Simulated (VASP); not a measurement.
# LiCl: convergence, surface energy

LiCl, slab, 22 atoms in the cell. PBEsol; PAW potentials Cl, Li_sv (PBE set). VASP 6.6.1.

Wanted: surface energy, atoms not relaxed within 0.02 J/m²; face levels within 0.04 eV.

Crystal: LiCl, Fm-3m; Face: (2 1 1); Starting cell: bulk cell relaxed first with the same functional.

Face levels: vacuum level at each face, counted from the middle of the gap.

The series start from vacuum (Å): 12; k spacing (1/Å): 0.35; Smearing SIGMA (eV): 0.05; Cutoff ENCUT (eV): 650; SCF threshold EDIFF (eV): 1e-6; PREC: Accurate; LREAL: .FALSE.; ALGO: Normal; atomic planes: 8. Each series keeps the choices made before it, and each single choice may use up half of a tolerance. Times cover all steps of a run.

## Vacuum (Å)

| Vacuum (Å) | Surface energy, atoms not relaxed (J/m²) | Face levels, largest deviation (eV) | Time (s) |
|---|---|---|---|
| 5 | 0.848 | 0.209 | 154 |
| 7 | 0.858 | 0.065 | 175 |
| 9 | 0.859 | 0.009 | 226 |
| 12 | 0.860 | 0.002 | 265 |
| 15 | 0.860 | 0.000 | 343 |
| 20 (reference) | 0.860 | 0.000 | 491 |

Chosen: 9, the loosest value from which every tighter one stays within half of the tolerance.

## k spacing (1/Å)

| k spacing (1/Å) | Surface energy, atoms not relaxed (J/m²) | Face levels, largest deviation (eV) | Time (s) |
|---|---|---|---|
| 0.8 | 0.863 | 0.015 | 71 |
| 0.6 | 0.860 | 0.006 | 115 |
| 0.45 | 0.860 | 0.001 | 205 |
| 0.35 | 0.859 | 0.000 | 226 |
| 0.25 | 0.859 | 0.000 | 424 |
| 0.2 (reference) | 0.859 | 0.000 | 444 |

Chosen: 0.8.

## Smearing SIGMA (eV)

| Smearing SIGMA (eV) | Surface energy, atoms not relaxed (J/m²) | Face levels, largest deviation (eV) | Time (s) |
|---|---|---|---|
| 0.2 | 0.863 | 0.000 | 65 |
| 0.1 | 0.863 | 0.000 | 68 |
| 0.05 | 0.863 | 0.000 | 71 |
| 0.02 (reference) | 0.863 | 0.000 | 66 |

Chosen: 0.2.

## Cutoff ENCUT (eV)

| Cutoff ENCUT (eV) | Surface energy, atoms not relaxed (J/m²) | Face levels, largest deviation (eV) | Time (s) |
|---|---|---|---|
| 400 | 0.860 | 0.027 | 29 |
| 500 | 0.863 | 0.003 | 42 |
| 575 | 0.863 | 0.001 | 53 |
| 650 | 0.863 | 0.002 | 65 |
| 750 | 0.863 | 0.001 | 80 |
| 900 (reference) | 0.864 | 0.000 | 113 |

Chosen: 500.

## SCF threshold EDIFF (eV)

| SCF threshold EDIFF (eV) | Surface energy, atoms not relaxed (J/m²) | Face levels, largest deviation (eV) | Time (s) |
|---|---|---|---|
| 0.001 | 0.863 | 0.026 | 31 |
| 0.0001 | 0.863 | 0.015 | 32 |
| 1e-5 | 0.863 | 0.000 | 39 |
| 1e-6 | 0.863 | 0.000 | 42 |
| 1e-7 (reference) | 0.863 | 0.000 | 46 |

Chosen: 0.0001.

## PREC

| PREC | Surface energy, atoms not relaxed (J/m²) | Face levels, largest deviation (eV) | Time (s) |
|---|---|---|---|
| Accurate | 0.863 | 0.000 | 32 |
| Normal | 0.864 | 0.000 | 18 |

Chosen: Normal, the fastest of those that stay within half of the tolerance.

## LREAL

| LREAL | Surface energy, atoms not relaxed (J/m²) | Face levels, largest deviation (eV) | Time (s) |
|---|---|---|---|
| .FALSE. | 0.864 | 0.000 | 18 |
| Auto | 0.866 | 0.000 | 16 |

Chosen: .FALSE.; no other choice that stays within half of the tolerance saves 30 % of the time.

## ALGO

| ALGO | Surface energy, atoms not relaxed (J/m²) | Face levels, largest deviation (eV) | Time (s) |
|---|---|---|---|
| Normal | 0.864 | 0.000 | 18 |
| Fast | 0.864 | 0.009 | 30 |
| All | 0.864 | 0.010 | 21 |

Chosen: Normal.

## Atomic planes

| Atomic planes | Surface energy, atoms not relaxed (J/m²) | Face levels, largest deviation (eV) | Time (s) |
|---|---|---|---|
| 5 | 0.880 | 0.194 | 12 |
| 8 | 0.864 | 0.027 | 18 |
| 11 (reference) | 0.861 | 0.000 | 32 |

Chosen: 11; the next looser run is off by more than half of the tolerance, so convergence isn't shown beyond this value.

The choices weren't compared together with a run at all the tightest settings, so their joint error isn't shown.

## The input

INCAR.step1:
```
SYSTEM = LiCl
PREC     = Normal         ! precision mode
ENCUT    = 500            ! plane-wave cutoff, eV
EDIFF    = 1E-4           ! SCF threshold, eV
ISMEAR   = 0              ! smearing method
SIGMA    = 0.2            ! smearing width, eV
LREAL    = .False.        ! projectors in reciprocal space
LASPH    = .True.         ! aspherical terms in the spheres
ALGO     = Normal         ! electronic algorithm
NELM     = 120            ! most SCF steps
LWAVE    = .False.        ! write WAVECAR
LCHARG   = .False.        ! write CHGCAR
GGA      = PS             ! functional
KPAR     = 4             
```

INCAR.step2, as INCAR.step1 but for:
```
- KPAR = 4
+ LVHAR = .True.
+ LVACPOTAV = .True.
+ LDIPOL = .True.
+ IDIPOL = 3
+ DIPOL = 0.5 0.5 0.5
```

KPOINTS.step1:
```
Automatic mesh
0
Gamma
  1 3 51
  0 0 0
```

KPOINTS.step2:
```
Automatic mesh
0
Gamma
  1 3 1
  0 0 0
```

POSCAR.step1:
```
LiCl
1.0
    8.7699362736      0.0000000000      0.0000000000
    0.0000000000      3.5803114912      0.0000000000
   -2.9233120912      1.7901557456      1.0335469016
Cl Li
1 1
Direct
    0.5000000000      0.0000000000      0.0000000000
    0.0000000000      0.0000000000      0.0000000000
```

POSCAR.step2:
```
LiCl
1.0
    8.7699362736      0.0000000000      0.0000000000
    0.0000000000      3.5803114912      0.0000000000
    0.0000000000      0.0000000000     19.3354690173
Cl Li
11 11
Direct
    0.3333333333      0.2500000000      0.2327329115
    0.0000000000      0.7500000000      0.2861863293
    0.6666666667      0.2500000000      0.3396397469
    0.3333333333      0.7500000000      0.3930931646
    0.0000000000      0.2500000000      0.4465465823
    0.6666666667      0.7500000000      0.5000000000
    0.3333333334      0.2500000000      0.5534534177
    0.0000000000      0.7500000000      0.6069068354
    0.6666666667      0.2500000000      0.6603602531
    0.3333333334      0.7500000000      0.7138136707
    0.0000000000      0.2500000000      0.7672670885
    0.8333333333      0.2500000000      0.2327329115
    0.5000000000      0.7500000000      0.2861863293
    0.1666666667      0.2500000000      0.3396397469
    0.8333333333      0.7500000000      0.3930931646
    0.5000000000      0.2500000000      0.4465465823
    0.1666666667      0.7500000000      0.5000000000
    0.8333333334      0.2500000000      0.5534534177
    0.5000000000      0.7500000000      0.6069068354
    0.1666666667      0.2500000000      0.6603602531
    0.8333333334      0.7500000000      0.7138136707
    0.5000000000      0.2500000000      0.7672670885
```

Commands (each step's output is kept before the next begins):
```
cat potpaw_PBE.64/Cl/POTCAR potpaw_PBE.64/Li_sv/POTCAR > POTCAR
cp INCAR.step1 INCAR
cp KPOINTS.step1 KPOINTS
cp POSCAR.step1 POSCAR
mpirun -np 4 vasp_std > vasp.out
rm WAVECAR CHG
cp INCAR.step2 INCAR
cp KPOINTS.step2 KPOINTS
cp POSCAR.step2 POSCAR
mpirun -np 4 vasp_std > vasp.out
```

Limits: The face is cut as in the bulk; no reconstruction is tried; the atoms keep their starting positions, so the number serves for convergence, not as the relaxed result.

The chosen input took VASP 6.6.1 32 s on 4 cores (Intel Xeon Platinum 8259CL @ 2.50GHz (Skylake/Cascade Lake)), a shared host.

## An input that fails: LDIPOL without a direction

It runs to its end, but against the unchanged starting input it is off by 12.600 J/m² in the surface energy, atoms not relaxed, 0.146 eV in the face levels.

Changes against the starting input:
```
(step 2)
- IDIPOL = 3
```
